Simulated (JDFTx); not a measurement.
SiO2: single point with PBEsol

The system is SiO2.

```
Si O
1.0
     4.23317    0.00000    0.00000
     0.00000    4.23317    0.00000
     0.00000    0.00000    2.69349
Si O
2 4
Direct
  0.00018 0.00223 0.99390
  0.50331 0.50202 0.51056
  0.80948 0.19585 0.47868
  0.29403 0.31524 0.00045
  0.19479 0.80699 0.49939
  0.70589 0.69015 0.01771
```

The cell comes from a database or a generator and needn't be the stable form of this composition.

The cell isn't the ideal one: atoms moved at random, drawn with an rms of 0.05 Å.

| Item | Value |
| --- | --- |
| Program | JDFTx 1.7.0 (patched build) |
| Task | single point |
| Functional | PBEsol |
| Potentials or basis | PseudoDojo-SR-PBEsol-0.4.1-standard with smoothed tails |
| Cutoff | 1143 eV |
| Density cutoff | 9143 eV |
| k mesh | 6 × 6 × 10 |
| Occupations | fermi-dirac, width 0.05 eV |
| Spin | no spin polarisation |

```yaml
Pressure: -8.5 GPa
Largest_force: 1.295 eV/Å
Band_gap_on_the_k_mesh: 4.90 eV, direct
Loewdin_charges: Si +1.64, +1.63; O -0.73, -0.72 e
```

Forces in eV/Å, atoms in the order of the input:
```
Si   0.379 -0.163 -0.174
Si  -0.364 -0.052 -0.199
O   -0.561 -0.194  1.152
O    1.217  0.110 -0.059
O    0.225  0.435  0.128
O   -0.897 -0.136 -0.847
```

Stress tensor (GPa, compression positive):
```
-10.07  -0.42  -0.81
 -0.42  -7.32   0.09
 -0.81   0.09  -8.08
```

Levels at points of the mesh, in eV from the valence-band top:
```
           k point  band 13  band 14  band 15  band 16
(0.00, 0.00, 0.00)    -2.43    -0.91    -0.85     0.00
(0.00, 0.00, 0.50)    -3.16    -2.81    -2.56    -2.51
(0.00, 0.50, 0.00)    -2.63    -2.58    -1.16    -1.01
(0.00, 0.50, 0.50)    -2.24    -2.16    -1.73    -1.72
(0.50, 0.00, 0.00)    -2.71    -2.49    -1.07    -0.89
(0.50, 0.00, 0.50)    -2.34    -2.24    -1.73    -1.59
(0.50, 0.50, 0.00)    -2.65    -2.63    -2.25    -2.16
(0.50, 0.50, 0.50)    -1.73    -1.69    -1.50    -1.47
```

Wall time 8.2 min on 1 thread of Intel(R) Xeon(R) 6975P-C (Granite Rapids), on a shared host, peak memory 1.4 GiB.

Caveat: the atomic charges don't sum to the cell's charge; the empty levels aren't tightly converged. A k mesh can miss the band edges.
